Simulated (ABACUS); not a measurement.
BN:

```
CELL_PARAMETERS angstrom
0.00000 1.81300 1.81300
1.81300 0.00000 1.81300
1.81300 1.81300 0.00000
ATOMIC_POSITIONS crystal
N 0.25000 0.25000 0.25000
B 0.00000 0.00000 0.00000
```

The cell is a database's computed one.

Base run:

- Program: ABACUS 3.10.1
- Functional: BP86
- Potentials or basis: PseudoDojo NC SR 0.5 PBE stringent
- Cutoff: 1143 eV
- Density cutoff: 4572 eV
- Basis: plane waves
- k mesh: 10 × 10 × 10
- Occupations: fermi-dirac, width 0.05 eV
- Spin: no spin polarisation

Its results: band gap on the k mesh 4.60 eV, indirect (least direct gap 8.87 eV); pressure 1.7 GPa.

**Question.** The run is repeated on the same cell with these changes: functional from BP86 to OLYP. What comes out?

**Answer.** Band gap on the k mesh 4.73 eV, indirect (least direct gap 8.88 eV); pressure -10.3 GPa.

Caveats: the potentials were made for another functional, which shifts forces and pressure.

A k mesh can miss the band edges.

Not every run made on this cell is shown here.
